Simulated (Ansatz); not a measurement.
# Al/MgO/Ti: predicting the conductance of a thicker barrier

**Method.** Ansatz 0.2.0, plane waves with PAW datasets, PBE. Interfaces are relaxed in a short slab (with D3(BJ) where the barrier is layered), set between ideal electrode layers that go on as semi-infinite leads, and the zero-bias conductance G at 300 K comes from T(E) on a typed mesh. The error is the largest of the program's estimates from energy step, mesh, the leads' potential steps and neutrality; its separate bound for narrow resonances between the energies solved isn't counted and can be far larger. The lower electrode is Al (fcc 111), the upper Ti (hcp 0001) and the barrier MgO (rock salt 111), on a net of side 2.857 Å; d is the distance between the electrodes' last planes.

The runs shown:

| planes in the barrier | d (Å) | G (S/m²) | error (%) | lead step (meV) |
| --- | --- | --- | --- | --- |
| 4 | 7.62 | 8.39e12 | 15 | 12 |
| 6 | 10.12 | 8.59e11 | 10 | 12 |
| 8 | 12.62 | 1.07e11 | 6 | 12 |
| 12 | 17.62 | 2.79e9 | 7 | 12 |
| 14 | 20.12 | 5.07e8 | 10 | 12 |
| 16 | 22.62 | 9.55e7 | 12 | 11 |

Q: A further run has 18 planes, d = 25.11 Å. Fit G ∝ exp(−βd) to the rows shown and predict its conductance.

**Worked fit.** Take y = ln G: 29.76, 27.48, 25.40, 21.75, 20.04 and 18.37. The means are d = 15.12 Å and y = 23.80; Σ(Δd Δy) = −131.68 and Σ(Δd)² = 175.00, so the slope is −0.752 Å⁻¹ (β = 0.752 Å⁻¹). At d = 25.11 Å, y = 23.80 − 0.752 × 9.99 = 16.28, or G = 1.18e7 S/m².

**The withheld run.** The run gave 1.84e7 S/m², with an error estimate of 14 % and a lead step of 12 meV. The prediction is 0.64 times that, too low by 36 %. Step by step the slopes are 0.91, 0.83, 0.73, 0.68, 0.67 and 0.66 Å⁻¹. How much of this is a real bend and how much error of the rows wasn't traced.

**Limits.** The interfaces are ideal, one cell wide, strained to a common net and relaxed from one registry with their symmetry kept. PBE's gaps are too small, so true decay constants are likely larger where the Fermi level lies deep in a gap. No spin-orbit coupling, phonons, disorder or image charges enter. The rows shown are chosen by tests on error estimates (under 100 to 120 %), lead steps (under 150 meV, though the program warns over 25), intact interfaces and, for fits, a steady trend in the rows shown; the data set holds 414 series of this kind, and not all pass.
